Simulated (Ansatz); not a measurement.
**TiAl: a sublattice displacement scan**

This session takes TiAl and sets out to measure how stiffly every Ti atom is held.

Computed with Ansatz 0.2.0 (DFT PBE, scalar-relativistic, plane waves, PAW, unless a step's input says otherwise).

## 1. The structure to begin with

It takes space group P4/mmm (No. 123, tetragonal). The conventional cell has a = 2.837 Å, b = 2.837 Å, c = 4.059 Å, α = 90.00°, β = 90.00°, γ = 90.00°. Ti (site symmetry 4/mmm) has 4 Ti at 2.84 Å and 8 Al at 2.85 Å as nearest neighbours. Al (site symmetry 4/mmm) has 4 Al at 2.84 Å and 8 Ti at 2.85 Å as nearest neighbours.

Structure file:

```cif
data_structure
_symmetry_space_group_name_H-M 'P 1'
_symmetry_Int_Tables_number 1
_cell_length_a 2.8373
_cell_length_b 2.8373
_cell_length_c 4.0591
_cell_angle_alpha 90.000
_cell_angle_beta 90.000
_cell_angle_gamma 90.000
_cell_volume 32.68
loop_
_atom_site_label
_atom_site_type_symbol
_atom_site_fract_x
_atom_site_fract_y
_atom_site_fract_z
_atom_site_occupancy
Ti1 Ti 0.00000 0.00000 0.00000 1
Al1 Al 0.50000 0.50000 0.50000 1
```

The cell is taken as given, not relaxed at this level.

## 2. The reference cell

The reference gives a free energy of -3037.9900 eV, pressure -0.70 GPa, largest force 0.000 eV/Å and gap on the mesh none (metal). It was computed beforehand with the settings of the runs below.

## 3. Setting up a sublattice displacement scan

Every Ti atom is moved by x along the Cartesian unit vector (-0.707, -0.707, 0.000); the cell and all other atoms stay fixed. Forces below are components along that vector, summed over the moved atoms.

## 4. At x = -0.200 Å

input.yaml

```yaml
crystal:
  lattice:
    - [2.8373, 0.0, 0.0]
    - [0.0, 2.8373, 0.0]
    - [0.0, 0.0, 4.0591]
  atoms:
    - { symbol: Ti, position: [0.0498436388, 0.0498436388, 0.0] }
    - { symbol: Al, position: [0.5, 0.5, 0.5] }
basis:
  ecutwfc: 420
kpoints:
  mp_grid: { grid: [16, 16, 12] }
hamiltonian:
  xc: pbe
scf:
  occupations: { method: gaussian, width: 0.15 }
output:
  forces: true
  stress: true
  eigenvalues: true
  write_density: true
  write_potential: true
  elf: true
  volumetric_format: npy
```

Run with:

```bash
> ansatz run input.yaml --threads 1 --pin off --max-ram 2560MiB --backend cpu --events-out ev --progress --plain --runs-dir out
```

Output, shortened:

```text
Warning: RAYON_NUM_THREADS=1 ignored (pool sized by the plan → 1); use --threads N
[...]
Pseudopotentials: kind: paw
Pseudopotential: Ti, paw, valence charge 12, recommended cutoff 420 eV (normal), Ti.paw.azcp
Pseudopotential: Al, paw, valence charge 3, recommended cutoff 420 eV (normal), Al.paw.azcp
Functional definition: PBE
[...]
Crystal: 2 atoms, lattice volume = 32.677 Å³
Basis set: ecut = 420 eV, 657 PW (Γ), exchange–correlation on 40×40×60 points (8 copies of the dense FFT grid, shifted against one another)
Bands: 12, of which v1, the nominal top of the filled ones, is band 8 counted from 1 (7 counted from 0)
Symmetry: 4 space group operations
Space group: Amm2 (ITA 38), of the structure as read, at distance tolerance 3.2e-5 Å
k-points: 511 of 3072 (time reversal used)
[...]
SCF iter   1: F=—  HF=-3037.902691 eV  |F-HF|=—  |Δ(HF+E_count)|=         —  Δρ=3.03e-3  dr2=2.69e-3  ethr=1.77e-3  ⟨swp⟩=4.9  Hψ=30493  notcnv=0
[...]
SCF iter   6: F=-3037.902364 eV  HF=-3037.902364 eV  |F-HF|=1.69e-10  |Δ(HF+E_count)|=   4.56e-9  Δρ=1.50e-6  dr2=5.80e-10  ethr=1.37e-10  ⟨swp⟩=4.2  Hψ=29555  notcnv=0
[...]
SCF converged after 6 iterations
Free energy (F): -3037.902364 eV
[...]
E sigma→0 (E₀):  -3037.891886 eV
Entropy (-TS):   -0.020955 eV (-10.478 meV/atom)
Fermi energy:    10.874984 eV
[...]
--- Forces (eV/Å), atoms counted from 1 ---
  atom   1  Ti    -0.62388104    -0.62388104     0.00000000
  atom   2  Al     0.62387977     0.62387977     0.00000000
[...]
--- Stress (GPa, compression-positive) ---
       -0.478158       0.643405       0.000000
        0.643405      -0.478158       0.000000
        0.000000       0.000000       1.802569
  P = ⅓ Tr σ = 0.2821 GPa (2.821 kbar)
--- Band table (eV; the first three rows and the last of 511) ---
  k-point 0: bands = ["-45.7242", "-22.1236", "-21.7021", "-21.7020", "1.8925", "9.0487", "10.0412", "10.5810", "13.0155", "13.0254", "14.1348", "17.0248"]
[...]
```

It took 34 s on 1 thread of Intel Xeon Platinum 8259CL at 2.50GHz (Skylake/Cascade Lake), shared host; peak memory 0.54 GiB.

Axes a, b and c in the maps are those of this run's conventional cell (a, b, c = 4.059, 4.013, 4.013 Å).

Density in a lattice plane of the grid's cell (edges 4.06 and 4.01 Å, at 0.000 of the third edge), which holds Ti and Al.

Ten even steps from ' ' (0.07 e/Å³) to '@' (10.15 e/Å³):
```
##**==::..                              ..::==**
----::..                                  ..::--
..                                              
                                                
                                                
                                                
                                                
                                                
                                                
                                                
                                                
                                                
                                                
                                                
..                                              
----::..                                  ..::--
****==::..                              ..::==**
@@%%##==..                              ..==##%%
@@@@##++::                              ::++##@@
@@@@##==::                              ::==##@@
```
Columns run along the first of these edges and rows up along the second, over one cell in 24 and 20 even steps from the bottom left corner. Atoms in the plane (fractional): Ti at (0.00, 0.05), Al at (0.50, 0.50).

ELF in the same plane.

Ten even steps from '0' (0.01) to '9' (0.76):
```
568752112334443321125786
776531112344444321113567
443211134455555443111234
111112345666566654321111
111234566665556666543211
233467787654345678776433
556788887421112478888765
667899985200000258999876
778899984101210148999887
677899984002420048999877
556899984101210148999865
334678986300000368987643
112356887531113578865321
111124577765456777542111
433212356777777765321233
666431235677777653213466
567752123566666532125776
136863112455555421136863
005874111344544311147850
126873101234443210137862
```
Columns run along the first of these edges and rows up along the second, over one cell in 24 and 20 even steps from the bottom left corner. Atoms in the plane (fractional): Ti at (0.00, 0.05), Al at (0.50, 0.50).

Both are smooth fields of the valence electrons: close to the nuclei they are not physical.

Outside the cores ELF peaks at 0.77 beside Al, off the lines to its neighbours, 1.1 Å from Al; 0.70 on the Al–Al line, 1.2 Å from Al.

## 5. At x = 0.150 Å

input.yaml, as its differences from that of step 4:

```diff
@@ -6,3 +6,3 @@
   atoms:
-    - { symbol: Ti, position: [0.0498436388, 0.0498436388, 0.0] }
+    - { symbol: Ti, position: [-0.0373827291, -0.0373827291, 0.0] }
     - { symbol: Al, position: [0.5, 0.5, 0.5] }
@@ -20,5 +20 @@
   eigenvalues: true
-  write_density: true
-  write_potential: true
-  elf: true
-  volumetric_format: npy
```

Run with:

```bash
> ansatz run input.yaml --threads 1 --pin off --max-ram 2560MiB --backend cpu --events-out ev --progress --plain --runs-dir out
```

Output, shortened:

```text
[...]
SCF converged after 6 iterations
Free energy (F): -3037.940857 eV
[...]
E sigma→0 (E₀):  -3037.930485 eV
Entropy (-TS):   -0.020746 eV (-10.373 meV/atom)
Fermi energy:    10.881755 eV
[...]
--- Forces (eV/Å), atoms counted from 1 ---
  atom   1  Ti     0.46528965     0.46528965     0.00000000
  atom   2  Al    -0.46528572    -0.46528572     0.00000000
[...]
--- Stress (GPa, compression-positive) ---
       -0.669721       0.367801       0.000000
        0.367801      -0.669721       0.000000
        0.000000       0.000000       0.894389
  P = ⅓ Tr σ = -0.1484 GPa (-1.484 kbar)
--- Band table (eV; the first three rows and the last of 511) ---
  k-point 0: bands = ["-45.7267", "-22.1256", "-21.7033", "-21.7032", "1.8920", "9.0520", "10.0451", "10.5856", "13.0143", "13.0200", "14.1350", "17.0485"]
[...]
```

It took 28 s on 1 thread of Intel Xeon Platinum 8259CL at 2.50GHz (Skylake/Cascade Lake), shared host; peak memory 0.59 GiB.

## 6. At x = -0.100 Å

input.yaml, as its differences from that of step 5:

```diff
@@ -6,3 +6,3 @@
   atoms:
-    - { symbol: Ti, position: [-0.0373827291, -0.0373827291, 0.0] }
+    - { symbol: Ti, position: [0.0249218194, 0.0249218194, 0.0] }
     - { symbol: Al, position: [0.5, 0.5, 0.5] }
```

Run with:

```bash
> ansatz run input.yaml --threads 1 --pin off --max-ram 2560MiB --backend cpu --events-out ev --progress --plain --runs-dir out
```

Output, shortened:

```text
[...]
SCF converged after 6 iterations
Free energy (F): -3037.968216 eV
[...]
E sigma→0 (E₀):  -3037.957914 eV
Entropy (-TS):   -0.020605 eV (-10.303 meV/atom)
Fermi energy:    10.886796 eV
[...]
--- Forces (eV/Å), atoms counted from 1 ---
  atom   1  Ti    -0.30886580    -0.30886580     0.00000000
  atom   2  Al     0.30886069     0.30886069     0.00000000
[...]
--- Stress (GPa, compression-positive) ---
       -0.811568       0.165130       0.000000
        0.165130      -0.811568       0.000000
        0.000000       0.000000       0.253378
  P = ⅓ Tr σ = -0.4566 GPa (-4.566 kbar)
--- Band table (eV; the first three rows and the last of 511) ---
  k-point 0: bands = ["-45.7284", "-22.1271", "-21.7041", "-21.7040", "1.8917", "9.0543", "10.0481", "10.5890", "13.0135", "13.0162", "14.1353", "17.0663"]
[...]
```

Run time: 32 s. Hardware: 1 thread of Intel Xeon Platinum 8259CL at 2.50GHz (Skylake/Cascade Lake), shared host; peak memory 0.58 GiB.

## 7. Point x = 0.050 Å

input.yaml, as its differences from that of step 6:

```diff
@@ -6,3 +6,3 @@
   atoms:
-    - { symbol: Ti, position: [0.0249218194, 0.0249218194, 0.0] }
+    - { symbol: Ti, position: [-0.0124609097, -0.0124609097, 0.0] }
     - { symbol: Al, position: [0.5, 0.5, 0.5] }
```

Run with:

```bash
> ansatz run input.yaml --threads 1 --pin off --max-ram 2560MiB --backend cpu --events-out ev --progress --plain --runs-dir out
```

Output, shortened:

```text
Warning: RAYON_NUM_THREADS=1 ignored (pool sized by the plan → 1); use --threads N
[...]
[... 4 set-up lines as earlier in the session ...]
[...]
Crystal: 2 atoms, lattice volume = 32.677 Å³
Basis set: ecut = 420 eV, 657 PW (Γ), exchange–correlation on 40×40×60 points (8 copies of the dense FFT grid, shifted against one another)
Bands: 12, of which v1, the nominal top of the filled ones, is band 8 counted from 1 (7 counted from 0)
[... 2 set-up lines as earlier in the session ...]
k-points: 511 of 3072 (time reversal used)
[...]
SCF iter   1: F=—  HF=-3037.984880 eV  |F-HF|=—  |Δ(HF+E_count)|=         —  Δρ=3.24e-3  dr2=2.85e-3  ethr=1.77e-3  ⟨swp⟩=4.9  Hψ=30537  notcnv=0
[...]
SCF iter   6: F=-3037.984574 eV  HF=-3037.984574 eV  |F-HF|=3.59e-11  |Δ(HF+E_count)|=   8.33e-9  Δρ=9.51e-7  dr2=1.65e-10  ethr=1.66e-10  ⟨swp⟩=1.8  Hψ=19204  notcnv=0
[...]
SCF converged after 6 iterations
Free energy (F): -3037.984574 eV
[...]
E sigma→0 (E₀):  -3037.974311 eV
Entropy (-TS):   -0.020527 eV (-10.264 meV/atom)
Fermi energy:    10.889896 eV
[...]
--- Forces (eV/Å), atoms counted from 1 ---
  atom   1  Ti     0.15401877     0.15401877     0.00000000
  atom   2  Al    -0.15401535    -0.15401535     0.00000000
[...]
--- Stress (GPa, compression-positive) ---
       -0.898587       0.041494       0.000000
        0.041494      -0.898587       0.000000
        0.000000       0.000000      -0.128254
  P = ⅓ Tr σ = -0.6418 GPa (-6.418 kbar)
--- Band table (eV; the first three rows and the last of 511) ---
  k-point 0: bands = ["-45.7294", "-22.1279", "-21.7045", "-21.7045", "1.8915", "9.0558", "10.0498", "10.5910", "13.0131", "13.0138", "14.1354", "17.0774"]
[...]
```

Run time: 25 s. Hardware: 1 thread of Intel Xeon Platinum 8259CL at 2.50GHz (Skylake/Cascade Lake), shared host; peak memory 0.58 GiB.

## 8. Point x = 0.175 Å

input.yaml, as its differences from that of step 7:

```diff
@@ -6,3 +6,3 @@
   atoms:
-    - { symbol: Ti, position: [-0.0124609097, -0.0124609097, 0.0] }
+    - { symbol: Ti, position: [-0.0436131839, -0.0436131839, 0.0] }
     - { symbol: Al, position: [0.5, 0.5, 0.5] }
```

Run with:

```bash
> ansatz run input.yaml --threads 1 --pin off --max-ram 2560MiB --backend cpu --events-out ev --progress --plain --runs-dir out
```

Output, shortened:

```text
[...]
SCF converged after 6 iterations
Free energy (F): -3037.923012 eV
[...]
E sigma→0 (E₀):  -3037.912591 eV
Entropy (-TS):   -0.020842 eV (-10.421 meV/atom)
Fermi energy:    10.878574 eV
[...]
--- Forces (eV/Å), atoms counted from 1 ---
  atom   1  Ti     0.54428034     0.54428034     0.00000000
  atom   2  Al    -0.54427748    -0.54427748     0.00000000
[...]
--- Stress (GPa, compression-positive) ---
       -0.579773       0.496920       0.000000
        0.496920      -0.579773       0.000000
        0.000000       0.000000       1.314546
  P = ⅓ Tr σ = 0.0517 GPa (0.517 kbar)
--- Band table (eV; the first three rows and the last of 511) ---
  k-point 0: bands = ["-45.7255", "-22.1247", "-21.7028", "-21.7026", "1.8923", "9.0504", "10.0433", "10.5835", "13.0148", "13.0225", "14.1349", "17.0373"]
[...]
```

Wall time 22 s (1 thread of Intel Xeon Platinum 8259CL at 2.50GHz (Skylake/Cascade Lake), shared host); peak memory 0.58 GiB.

## 9. Point x = 0.125 Å

input.yaml, as its differences from that of step 8:

```diff
@@ -6,3 +6,3 @@
   atoms:
-    - { symbol: Ti, position: [-0.0436131839, -0.0436131839, 0.0] }
+    - { symbol: Ti, position: [-0.0311522742, -0.0311522742, 0.0] }
     - { symbol: Al, position: [0.5, 0.5, 0.5] }
```

Run with:

```bash
> ansatz run input.yaml --threads 1 --pin off --max-ram 2560MiB --backend cpu --events-out ev --progress --plain --runs-dir out
```

Output, shortened:

```text
Warning: RAYON_NUM_THREADS=1 ignored (pool sized by the plan → 1); use --threads N
[...]
[... 4 set-up lines as earlier in the session ...]
[...]
Crystal: 2 atoms, lattice volume = 32.677 Å³
Basis set: ecut = 420 eV, 657 PW (Γ), exchange–correlation on 40×40×60 points (8 copies of the dense FFT grid, shifted against one another)
Bands: 12, of which v1, the nominal top of the filled ones, is band 8 counted from 1 (7 counted from 0)
[... 2 set-up lines as earlier in the session ...]
k-points: 511 of 3072 (time reversal used)
[...]
the search or the solves at the SCF's close seem to have found levels that the self-consistency loop had missed (the run counts 1). By its estimate they hold under 1e-12 electrons; where the run keeps them, the occupations were computed again with them
[...]
SCF converged after 6 iterations
Free energy (F): -3037.955919 eV
[...]
E sigma→0 (E₀):  -3037.945586 eV
Entropy (-TS):   -0.020667 eV (-10.333 meV/atom)
Fermi energy:    10.884506 eV
[...]
--- Forces (eV/Å), atoms counted from 1 ---
  atom   1  Ti     0.38684032     0.38684032     0.00000000
  atom   2  Al    -0.38683548    -0.38683548     0.00000000
[...]
--- Stress (GPa, compression-positive) ---
       -0.747226       0.256907       0.000000
        0.256907      -0.747226       0.000000
        0.000000       0.000000       0.541033
  P = ⅓ Tr σ = -0.3178 GPa (-3.178 kbar)
--- Band table (eV; the first three rows and the last of 511) ---
  k-point 0: bands = ["-45.7276", "-22.1264", "-21.7038", "-21.7037", "1.8919", "9.0533", "10.0467", "10.5875", "13.0139", "13.0179", "14.1352", "17.0582"]
[...]
```

Wall time 23 s (1 thread of Intel Xeon Platinum 8259CL at 2.50GHz (Skylake/Cascade Lake), shared host); peak memory 0.58 GiB.

## 10. At x = 0.075 Å

input.yaml, as its differences from that of step 9:

```diff
@@ -6,3 +6,3 @@
   atoms:
-    - { symbol: Ti, position: [-0.0311522742, -0.0311522742, 0.0] }
+    - { symbol: Ti, position: [-0.0186913645, -0.0186913645, 0.0] }
     - { symbol: Al, position: [0.5, 0.5, 0.5] }
```

Run with:

```bash
> ansatz run input.yaml --threads 1 --pin off --max-ram 2560MiB --backend cpu --events-out ev --progress --plain --runs-dir out
```

Output, shortened:

```text
[...]
SCF converged after 6 iterations
Free energy (F): -3037.977764 eV
[...]
E sigma→0 (E₀):  -3037.967484 eV
Entropy (-TS):   -0.020559 eV (-10.280 meV/atom)
Fermi energy:    10.888598 eV
[...]
--- Forces (eV/Å), atoms counted from 1 ---
  atom   1  Ti     0.23128869     0.23128869     0.00000000
  atom   2  Al    -0.23128409    -0.23128409     0.00000000
[...]
--- Stress (GPa, compression-positive) ---
       -0.862164       0.093171       0.000000
        0.093171      -0.862164       0.000000
        0.000000       0.000000       0.030505
  P = ⅓ Tr σ = -0.5646 GPa (-5.646 kbar)
--- Band table (eV; the first three rows and the last of 511) ---
  k-point 0: bands = ["-45.7290", "-22.1276", "-21.7043", "-21.7043", "1.8916", "9.0552", "10.0491", "10.5902", "13.0133", "13.0148", "14.1354", "17.0727"]
[...]
```

Wall time 21 s (1 thread of Intel Xeon Platinum 8259CL at 2.50GHz (Skylake/Cascade Lake), shared host); peak memory 0.58 GiB.

## 11. Point x = 0.025 Å

input.yaml, as its differences from that of step 10:

```diff
@@ -6,3 +6,3 @@
   atoms:
-    - { symbol: Ti, position: [-0.0186913645, -0.0186913645, 0.0] }
+    - { symbol: Ti, position: [-0.0062304548, -0.0062304548, 0.0] }
     - { symbol: Al, position: [0.5, 0.5, 0.5] }
```

Run with:

```bash
> ansatz run input.yaml --threads 1 --pin off --max-ram 2560MiB --backend cpu --events-out ev --progress --plain --runs-dir out
```

Output, shortened:

```text
Warning: RAYON_NUM_THREADS=1 ignored (pool sized by the plan → 1); use --threads N
[...]
[... 4 set-up lines as earlier in the session ...]
[...]
Crystal: 2 atoms, lattice volume = 32.677 Å³
Basis set: ecut = 420 eV, 657 PW (Γ), exchange–correlation on 40×40×60 points (8 copies of the dense FFT grid, shifted against one another)
Bands: 12, of which v1, the nominal top of the filled ones, is band 8 counted from 1 (7 counted from 0)
[... 2 set-up lines as earlier in the session ...]
k-points: 511 of 3072 (time reversal used)
[...]
SCF iter   1: F=—  HF=-3037.988986 eV  |F-HF|=—  |Δ(HF+E_count)|=         —  Δρ=3.25e-3  dr2=2.86e-3  ethr=1.77e-3  ⟨swp⟩=4.9  Hψ=30548  notcnv=0
[...]
SCF iter   6: F=-3037.988657 eV  HF=-3037.988657 eV  |F-HF|=2.64e-11  |Δ(HF+E_count)|=   7.89e-9  Δρ=8.71e-7  dr2=1.36e-10  ethr=1.58e-10  ⟨swp⟩=1.8  Hψ=19222  notcnv=0
[...]
SCF converged after 6 iterations
Free energy (F): -3037.988657 eV
[...]
E sigma→0 (E₀):  -3037.978403 eV
Entropy (-TS):   -0.020508 eV (-10.254 meV/atom)
Fermi energy:    10.890679 eV
[...]
--- Forces (eV/Å), atoms counted from 1 ---
  atom   1  Ti     0.07695743     0.07695743     0.00000000
  atom   2  Al    -0.07695508    -0.07695508     0.00000000
[...]
--- Stress (GPa, compression-positive) ---
       -0.920551       0.010386       0.000000
        0.010386      -0.920551       0.000000
        0.000000       0.000000      -0.223344
  P = ⅓ Tr σ = -0.6881 GPa (-6.881 kbar)
--- Band table (eV; the first three rows and the last of 511) ---
  k-point 0: bands = ["-45.7297", "-22.1282", "-21.7046", "-21.7046", "1.8914", "9.0561", "10.0503", "10.5915", "13.0130", "13.0132", "14.1355", "17.0802"]
[...]
```

Run time: 18 s. Hardware: 1 thread of Intel Xeon Platinum 8259CL at 2.50GHz (Skylake/Cascade Lake), shared host; peak memory 0.55 GiB.

## 12. Results of the scan

The scan, with free energies counted from the undisturbed cell:

```
 x (Å)  ΔE (meV/cell)  force on the moved atoms (eV/Å)  pressure (GPa)
-0.200           87.7                            0.882             0.3
-0.100           21.8                            0.437            -0.5
 0.000            0.0                            0.000            -0.7
 0.025            1.4                           -0.109            -0.7
 0.050            5.4                           -0.218            -0.6
 0.075           12.3                           -0.327            -0.6
 0.125           34.1                           -0.547            -0.3
 0.150           49.2                           -0.658            -0.1
 0.175           67.0                           -0.770             0.1
```

Not run, since symmetry makes them alike: 0.200 repeats -0.200, -0.150 repeats 0.150, 0.100 repeats -0.100, -0.050 repeats 0.050. Energy, pressure and gap are the same there.

## 13. What came out

| quantity | value |
| --- | --- |
| force constant along x, from the points at -0.100, 0 and 0.025 Å | 4.36 eV/Å² |

**Reading.** The restoring force grows by 4.36 eV/Å per Å near the site. The undisturbed cell stays the lowest of the sampled points.
